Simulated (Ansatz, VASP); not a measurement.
**SiC (Moissanite 3C) in VASP and in Ansatz**

File INCAR:

```
SYSTEM = SiC
ALGO = Normal
EDIFF = 1E-6
ENCUT = 520
GGA = PE
ISIF = 2
ISMEAR = 0
LASPH = .TRUE.
LCHARG = .FALSE.
LREAL = .FALSE.
LWAVE = .FALSE.
NBANDS = 11
NELM = 100
PREC = Accurate
SIGMA = 0.017
```

File KPOINTS:

```
k-points
0
G
  10 10 10
  0 0 0
```

The input POSCAR:

```
SiC
1.0
    0.0000000000      2.1790000000      2.1790000000
    2.1790000000      0.0000000000      2.1790000000
    2.1790000000      2.1790000000      0.0000000000
Si C
1 1
Direct
    0.0000000000      0.0000000000      0.0000000000
    0.7500000000      0.7500000000      0.7500000000
```

File input.yaml:

```yaml
crystal:
  lattice:
    - [0.0, 2.179, 2.179]
    - [2.179, 0.0, 2.179]
    - [2.179, 2.179, 0.0]
  atoms:
    - { symbol: Si, position: [0.0, 0.0, 0.0] }
    - { symbol: C, position: [0.75, 0.75, 0.75] }
kpoints:
  mp_grid: { grid: [10, 10, 10] }
scf:
  occupations: { method: gaussian, width: 0.017 }
hamiltonian:
  xc: pbe
  pseudopotentials: { kind: all_electron, lapw: { basis_error: 0.001 } }
output:
  forces: true
  stress: true
  eigenvalues: true
```

Alike in both runs: task single point; functional PBE; k mesh 10 × 10 × 10; occupations gaussian, width 0.017 eV; no spin polarisation.

|  | VASP | Ansatz |
| --- | --- | --- |
| version | VASP 6.6.1 | Ansatz 0.2.0 |
| potentials or method | VASP PAW PBE potentials, release 64 (Si, C) | all-electron LAPW, scalar-relativistic |
| plane-wave cutoff (eV) | 520 | see its input |

```tsv
	VASP	Ansatz	Ansatz less VASP
gap on the k mesh at the Fermi level (eV)	1.36	1.36	+0.002
least direct gap on the mesh (eV)	4.54	4.55	+0.005
pressure (GPa)	3.2	3.3	+0.07
```

Ansatz ran all-electron here, so the differences hold the error of VASP's frozen core and of both bases.

A k mesh can miss the band edges.
